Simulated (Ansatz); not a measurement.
Runs of Ansatz 0.2.0 on W. The structure is orthorhombic, space group Pbcm (No. 57). The conventional cell has a = 2.810 Å, b = 4.864 Å, c = 4.924 Å, α = 90.00°, β = 90.00°, γ = 90.00°. W (site symmetry m) has 12 W at 2.70 to 3.06 Å as nearest neighbours. This isn't the form of W at room conditions, which is bcc.

```tsv
task	level	cutoff (eV)	basis error allowed	pressure (GPa)	V0 of scaled cells (Å³/atom)	B0 (GPa)	largest force (eV/Å)
equation of state	PBEsol	-	0.001 eV/atom	-	16.18	(b)	-
band structure	LDA	276	0.002 eV/atom	-15.7	-	-	0.12
single point	PBEsol	299	0.001 eV/atom	-10.6	-	-	0.07
equation of state	LDA	-	0.002 eV/atom	-	15.88	(a)	-
band structure	PBEsol	276	0.002 eV/atom	-10.6	-	-	0.07
```

Alike in all rows: potentials or basis all-electron LAPW, scalar-relativistic; no spin polarisation; cell as given; k mesh 9 × 6 × 6; smearing fermi-dirac 0.05 eV.

Question: Estimate the missing entries.

Answer: (a) 308; (b) 297.

Caveats: the cell was scaled at fixed shape and fractional positions, which overstates the stiffness of a crystal with free parameters, most of all of layers and chains (some runs).

Not every run made on this cell is shown here.
